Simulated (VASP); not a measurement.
Here is a VASP 6.6.1 calculation.

INCAR

```
SYSTEM = Mg
ALGO = Normal
EDIFF = 1E-6
EDIFFG = -0.005
ENCUT = 600
GGA = BF
IBRION = 2
ISIF = 3
ISMEAR = -1
LASPH = .True.
LCHARG = .False.
LREAL = .False.
LUSE_VDW = .True.
LWAVE = .False.
NELM = 80
NSW = 60
PREC = Accurate
SIGMA = 0.05
ZAB_VDW = -1.8867
```

The input KPOINTS:

```
k-points
0
Gamma
  10 10 5
  0 0 0
```

The input POSCAR:

```
Mg
1.0
    3.2093000000      0.0000000000      0.0000000000
   -1.6046500000      2.7793353284      0.0000000000
    0.0000000000      0.0000000000      5.2103000000
Mg
2
Direct
    0.6666666667      0.3333333333      0.7500000000
    0.3333333333      0.6666666667      0.2500000000
```

Potentials or basis: VASP PAW PBE potentials, release 64 (Mg).

Command:

```bash
$ cat potpaw_PBE.64/Mg/POTCAR > POTCAR
$ mpirun -np 1 vasp_std > vasp.out
```

Q: What does it give for the band gap on the k mesh?

A: None (metal or under the smearing width).

Q: Predict the space group after relaxing (to 0.05 Å).

A: P6_3/mmc (No. 194).

Q: Estimate the relaxed volume.

A: 22.93 Å³/atom.

Final structure:
```
CELL_PARAMETERS angstrom
3.16396 0.00000 0.00000
-1.58198 2.74007 0.00000
0.00000 0.00000 5.28892
ATOMIC_POSITIONS crystal
Mg 0.66667 0.33333 0.75000
Mg 0.33333 0.66667 0.25000
```

Caveat: the PAW data sets were made with another functional, which shifts forces and pressure a little.
